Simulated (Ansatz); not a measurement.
## BaTiO3, space group P4mm: a relaxation of cell and ions

Program: the Ansatz DFT code, driven from Python.

Contents of `batio3.vasp`:
```text
BaTiO3
1.0
   3.99980000    0.00000000    0.00000000
   0.00000000    3.99980000    0.00000000
   0.00000000    0.00000000    4.01800000
Ba Ti O
1 1 3
Direct
   0.00000000    0.00000000    0.00000000
   0.50000000    0.50000000    0.49000000
   0.50000000    0.50000000    0.01900000
   0.50000000    0.00000000    0.51700000
   0.00000000    0.50000000    0.51700000
```

`run_vcrelax.py`
```python
# -*- coding: utf-8 -*-
"""Variable-cell relaxation of BaTiO3."""

from pathlib import Path
import json

import ansatz as az
from ase.data import atomic_numbers
from ase.io import read
import numpy as np
import spglib

CUTOFF_EV = 470
XC = "pbesol"
FILLING = "fixed"
FORCE_TOL = 0.005

def edges_and_angles(cell):
    cell = np.asarray(cell)
    a, b, c = np.linalg.norm(cell, axis=1)
    cosines = cell[1] @ cell[2] / (b * c), cell[0] @ cell[2] / (a * c), cell[0] @ cell[1] / (a * b)
    return (a, b, c, *np.degrees(np.arccos(cosines)))

atoms = read("batio3.vasp", format="vasp")
structure = az.Crystal.from_ase(atoms)

# every cell quantity that the symmetry leaves free
calculation = (
    structure.calculation()
    .basis(CUTOFF_EV)
    .functional(XC)
    .occupations(FILLING)
    .kpoints(6, center="gamma")
    .relax(force_tolerance=FORCE_TOL, max_steps=100, cell=True)
    .density()
    .potential()
    .electron_localization_function()
    .output_files(volumetric_format="npy")
)
res = calculation.run(threads=1, backend="cpu", events_out="events.ndjson")
with open("events.ndjson") as stream:
    events = [json.loads(line) for line in stream]
steps = [e["data"] for e in events if e["event"] == "relax_step"]
summary = res.report
for s in steps:
    flag = "" if s["accepted"] else "  (rejected)"
    print("step %2d  E = %.5f eV  largest force component = %.4f eV/A%s" % (s["step"], s["lagrangian_ev"], s["allowed_force_max_ev_ang"], flag))

first, last = steps[0], steps[-1]
symbols = [site.symbol for site in res.lattice.sites]
print(f"energy gained {first['lagrangian_ev'] - last['lagrangian_ev']:.4f} eV in {len(steps) - 1} steps")
for label, vectors in (("before", first["cell_ang"]), ("after", res.lattice.cell_ang)):
    print(label, "a b c (A) {:.4f} {:.4f} {:.4f}  angles {:.2f} {:.2f} {:.2f}".format(*edges_and_angles(vectors)), f" V = {abs(np.linalg.det(vectors)):.3f} A^3")
print("final stress xx yy zz (GPa, compression positive):", np.round(np.diag(summary["stress_gpa"]), 3) + 0.0)

print("relaxed fractional positions")
for site in res.lattice.sites:
    print(f"  {site.symbol:2s}", " ".join(f"{v % 1:8.5f}" for v in np.round(site.position_frac, 5)))

change = np.array(last["positions_ang"]) @ np.linalg.inv(last["cell_ang"]) - np.array(first["positions_ang"]) @ np.linalg.inv(first["cell_ang"])
moved = np.linalg.norm(change @ np.array(last["cell_ang"]), axis=1)
print("displacement within the cell, strain taken out (A):", " ".join(f"{s}:{d:.3f}" for s, d in zip(symbols, moved)))

fractions = [site.position_frac for site in res.lattice.sites]
numbers = [atomic_numbers[s] for s in symbols]
for tolerance in (1e-3, 1e-2, 1e-1):
    print(f"space group at {tolerance} A:", spglib.get_spacegroup((res.lattice.cell_ang, fractions, numbers), symprec=tolerance))

print(f"free energy      {summary['free_energy_ev']:.5f} eV")
print(f"per atom         {summary['free_energy_ev'] / len(res.lattice.sites):.5f} eV")
print(f"SCF iterations   {summary['n_iterations']}  (converged: {summary['converged']})")

folder = Path(res.write_results("fields"))
print("densities in e/A^3, potentials in eV, ELF without unit")
for name in sorted(p.name for p in folder.glob("*.npy")):
    field = np.load(folder / name)
    print(f"{name:16s} {str(field.shape):16s} min {field.min():10.4f}  mean {field.mean():10.4f}  max {field.max():10.4f}")
```

`python run_vcrelax.py` gives:
```text
step  1  E = -10027.47103 eV  largest force component = 0.3551 eV/A
step  2  E = -10027.49132 eV  largest force component = 0.1234 eV/A
step  3  E = -10027.49174 eV  largest force component = 0.1496 eV/A
step  4  E = -10027.49233 eV  largest force component = 0.1395 eV/A
step  5  E = -10027.49380 eV  largest force component = 0.1011 eV/A
step  6  E = -10027.49580 eV  largest force component = 0.0109 eV/A
step  7  E = -10027.49583 eV  largest force component = 0.0021 eV/A
step  8  E = -10027.49552 eV  largest force component = 0.0021 eV/A
energy gained 0.0245 eV in 7 steps
before a b c (A) 3.9998 3.9998 4.0180  angles 90.00 90.00 90.00  V = 64.282 A^3
after a b c (A) 3.9559 3.9559 4.0446  angles 90.00 90.00 90.00  V = 63.293 A^3
final stress xx yy zz (GPa, compression positive): [-0.042 -0.042 -0.024]
relaxed fractional positions
  Ba  0.00000  0.00000  0.99804
  Ti  0.50000  0.50000  0.48283
  O   0.50000  0.50000  0.02790
  O   0.50000  0.00000  0.51711
  O   0.00000  0.50000  0.51711
displacement within the cell, strain taken out (A): Ba:0.008 Ti:0.029 O:0.036 O:0.000 O:0.000
space group at 0.001 A: P4mm (99)
space group at 0.01 A: P4mm (99)
space group at 0.1 A: P4mm (99)
free energy      -10027.49552 eV
per atom         -2005.49910 eV
SCF iterations   7  (converged: True)
densities in e/A^3, potentials in eV, ELF without unit
elf.npy          (30, 30, 30)     min     0.0000  mean     0.3526  max     0.8783
rho.npy          (30, 30, 30)     min     0.0383  mean     0.6320  max     9.9937
v_es.npy         (30, 30, 30)     min   -47.8186  mean     5.6632  max    15.3348
v_tot.npy        (30, 30, 30)     min   -73.2897  mean    -5.8611  max     8.6108
```

Reading the output:
- Total energies depend on the potentials; only differences at equal settings carry meaning.
- Spin is left out of this run.
- Under fixed occupations the level called the Fermi level is the highest filled one on the SCF mesh; off the mesh a filled band can lie a little above it.
- Energies along a relaxation are free energies. Rows at an unchanged volume are solved on a plane-wave basis chosen afresh for that cell, so the energy jumps there and such rows are no steps of the walk.
- Of the deposited cell: the entry's cell lengths or inner coordinates differ somewhat from later room-temperature determinations.
- Grid values close to the nuclei reflect the PAW or pseudopotential construction, not the all-electron fields.
- The starting cell is as deposited in a crystallographic database; the results hold for this polymorph, which needn't be the stable one.
- It ran for 60 s on 1 thread of Arm Neoverse V2, with other jobs on the host, peak memory 0.5 GiB.
